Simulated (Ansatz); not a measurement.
# ZnO: the cell at several levels of theory

The task here is to estimate one member of a computed series from the others.

Program: Ansatz 0.2.0. PAW datasets, plane waves, zero pressure. No spin polarisation. The prototype was imposed, so other structures may be more stable.

## The cell

This is the cell as the run starts from it, not yet at rest; its lengths are not the crystal's.

The symmetry is Pm-3m (No. 221, cubic); conventional cell a = 2.243 Å, 5.64 Å³ an atom. Zn has 8 O at 1.94 Å; O has 8 Zn at 1.94 Å.

Coordinates:

```cif
data_structure
_symmetry_space_group_name_H-M 'Pm-3m'
_symmetry_Int_Tables_number 221
_cell_length_a 2.2428
_cell_length_b 2.2428
_cell_length_c 2.2428
_cell_angle_alpha 90.000
_cell_angle_beta 90.000
_cell_angle_gamma 90.000
_cell_volume 11.28
loop_
_atom_site_label
_atom_site_type_symbol
_atom_site_symmetry_multiplicity
_atom_site_Wyckoff_symbol
_atom_site_fract_x
_atom_site_fract_y
_atom_site_fract_z
_atom_site_occupancy
Zn1 Zn 1 a 0.00000 0.00000 0.00000 1
O1 O 1 b 0.50000 0.50000 0.50000 1
```

The first run:

Contents of input.yaml:

```yaml
crystal:
  lattice:
    - [2.2428406736, 0.0, 0.0]
    - [0.0, 2.2428406736, 0.0]
    - [0.0, 0.0, 2.2428406736]
  atoms:
    - { symbol: Zn, position: [0.0, 0.0, 0.0] }
    - { symbol: O, position: [0.5, 0.5, 0.5] }
kpoints:
  mp_grid: { grid: [10, 10, 10] }
hamiltonian:
  xc: pbe
scf:
  occupations: { method: fermi_dirac, width: 0.02 }
relax:
  f_tol: 0.005
  cell: {}
```

On the command line:

```sh
$ ansatz run input.yaml --threads 2 --pin off --max-ram 2211MiB --backend cpu --events-out ev --progress --plain --runs-dir out
```

Among the steps run: Relaxing with PBE; r2SCAN: cell and atoms; PBEsol: cell and atoms; LDA: cell and atoms; Relaxing with HSE06.

One table of the session follows, with a row left open; its other results are not shown here.

It belongs to the step «The cells side by side». 

| level | a (Å) | volume (Å³/atom) |
| --- | --- | --- |
| PBE | 2.688 | 9.710 |
| r2SCAN | 2.646 | 9.265 |
| PBEsol | 2.645 | 9.250 |
| LDA | 2.612 | 8.909 |
| HSE06 | ? | ? |

Q: Estimate the row for HSE06 from the others.

The run gave: a (Å): 2.647; volume (Å³/atom): 9.272. In the column «a (Å)» it lies between r2SCAN (2.646) and PBE (2.688).

What this shows: From the start to the first minimum the volume moved by +72.1 %. The volume runs from LDA (least) to PBE (most), a spread of 9.0 %, or 2.9 % in length if all axes shared it alike. The meshes differ: PBE 10×10×10, r2SCAN 8×8×8, PBEsol 8×8×8, LDA 8×8×8, HSE06 6×6×6.
